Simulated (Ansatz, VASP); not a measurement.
Zn4H: VASP beside Ansatz

The input INCAR:

```
PREC = Accurate
ENCUT = 600
EDIFF = 1E-6
ISMEAR = 0
SIGMA = 0.1
LREAL = F
LASPH = T
NELM = 100
ALGO = Normal
ISIF = 3
LWAVE = F
LCHARG = F
GGA = PE
IBRION = 2
NSW = 100
EDIFFG = -0.01
```

Contents of KPOINTS:

```
Automatic mesh
0
Gamma
  10 10 10
```

Contents of POSCAR:

```
Zn4H
1.0
    4.0407754876      0.0000000000      0.0000000000
    0.0000000000      4.0407754876      0.0000000000
    0.0000000000      0.0000000000      4.0407754876
Zn H
4 1
Direct
    0.2629488900      0.2629488900      0.2629488900
    0.7370511100      0.7370511100      0.2629488900
    0.7370511100      0.2629488900      0.7370511100
    0.2629488900      0.7370511100      0.7370511100
    0.0000000000      0.0000000000      0.0000000000
```

Input for Ansatz:

```yaml
crystal:
  lattice:
    - [4.0407754876, 0.0, 0.0]
    - [0.0, 4.0407754876, 0.0]
    - [0.0, 0.0, 4.0407754876]
  atoms:
    - { symbol: Zn, position: [0.26294889, 0.26294889, 0.26294889] }
    - { symbol: Zn, position: [0.73705111, 0.73705111, 0.26294889] }
    - { symbol: Zn, position: [0.73705111, 0.26294889, 0.73705111] }
    - { symbol: Zn, position: [0.26294889, 0.73705111, 0.73705111] }
    - { symbol: H, position: [0.0, 0.0, 0.0] }
basis:
  ecutwfc: 420
kpoints:
  mp_grid: { grid: [10, 10, 10] }
hamiltonian:
  xc: pbe
scf:
  occupations: { method: gaussian, width: 0.1 }
output:
  forces: true
  stress: true
  eigenvalues: true
relax:
  adjacent_minimum: "off"
  f_tol: 0.01
  max_steps: 80
  cell: { stress_tol: 0.05 }
```

Change from the starting cell: ordered vacancies on the anion sites of cuprite (P-43m, No. 215).

Alike in both runs: task relaxation of cell and atoms; functional PBE; k mesh 10 × 10 × 10; occupations gaussian, width 0.1 eV; no spin polarisation.

```csv
,VASP,Ansatz
version,VASP 6.6.1,Ansatz 0.2.0
potentials or method,"VASP PAW PBE potentials, release 64 (Zn, H)","scalar-relativistic, plane waves, PAW"
plane-wave cutoff (eV),600,420
valence electrons in the cell,49,49
```

Ansatz gave:

* gap on the k mesh at the Fermi level, each at its own relaxed structure (eV): none
* relaxed volume (Å³/atom): 13.32
* relaxed cell length with the largest relative difference (Å): 4.054
* energy change over the relaxation (meV/atom): -1

What did VASP give for the same quantities?

gap on the k mesh at the Fermi level, each at its own relaxed structure (eV): none; relaxed volume (Å³/atom): 13.35; relaxed cell length with the largest relative difference (Å): 4.057; energy change over the relaxation (meV/atom): -2.

A gap of «none» marks a metal or a gap that the smearing closes.
